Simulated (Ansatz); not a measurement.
CaO and its competing phases

These are results of Ansatz 0.2.0, DFT PBE, scalar-relativistic, plane waves, PAW, not measurements. Settings: cutoff 420 eV, Γ-centred meshes spaced at most about 0.3 Å⁻¹ (2π included), Gaussian smearing. No spin polarisation.

Formation energies are uncorrected and refer to the elements' standard structures at the same level (O₂ as a molecule).

Temperature and zero-point effects are left out.

The competitors are the elements and 1 reference phase of this chemical system (from databases or known types: CaO), relaxed at the same level; some compounds that the Crystallography Open Database lists (CaO2) aren't among them, so the margin is a lower bound.

The candidate was reached from: 6-connected net, two elements alternating.

```
Ca O
1.0
     3.30048    0.00000    0.00000
    -1.65024    2.85830    0.00000
     0.00000    0.00000    2.99872
Ca O
1 1
Direct
  0.00000 0.00000 0.50000
  0.33333 0.66667 0.00000
```

Problem. Is it stable, and against what?

Solution. Not the lowest form: another structure of the same formula lies lower. Its formation energy is -2.696 eV/atom. The lowest competing phase at this composition is this:

| phase | space group | source | share of atoms | ΔE_f (eV/atom) |
| --- | --- | --- | --- | --- |
| CaO | Fm-3m (No. 225) | Materials Project | 1.0000 | -2.947 |

The candidate lies 0.25 eV/atom above this phase. Its margin to the true hull is at least that. The candidate matches no cell in the subsets of the Crystallography Open Database and the Materials Project at hand. A phase this far over the hull is unlikely to be made. It has the tungsten carbide type.
